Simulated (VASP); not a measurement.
Runs of VASP 6.6.1 on FeS2 (Marcasite). It takes space group Pnnm (No. 58, orthorhombic). Conventional cell: a = 4.440 Å, b = 5.390 Å, c = 3.370 Å, α = 90.00°, β = 90.00°, γ = 90.00°. Around Fe (site symmetry 2/m) lie 6 S at 2.21 to 2.24 Å. S (site symmetry m) has 3 Fe at 2.21 to 2.24 Å and 1 S at 2.25 Å as nearest neighbours. 

| task | level | potentials or basis | cell | gap on the mesh (eV) | pressure (GPa) | largest force (eV/Å) |
| --- | --- | --- | --- | --- | --- | --- |
| single point | LDA | VASP PAW LDA potentials, release 64 (Fe, S) | as given | (b) | -9.4 | (a) |
| single point | PBE | VASP PAW PBE potentials, release 64 (Fe, S) | as given | 0.92 | 1.3 | 0.15 |
| relaxation of cell and atoms | PBE | VASP PAW PBE potentials, release 64 (Fe, S) | relaxed | 0.92 | 0.0 | - |
| band structure | PBE | VASP PAW PBE potentials, release 64 (Fe, S) | as given | 0.92 | - | - |

Alike in all rows: no spin polarisation; k mesh 6 × 5 × 8; cutoff (eV) 420; smearing gaussian 0.02 eV.

Fill in the values left out.

(a) 0.32; (b) 0.78.

Caveats: an odd mesh through Γ misses points on the zone boundary, where band edges often lie (some runs); the mesh misses the band edges, which the band path finds closer together (some runs).
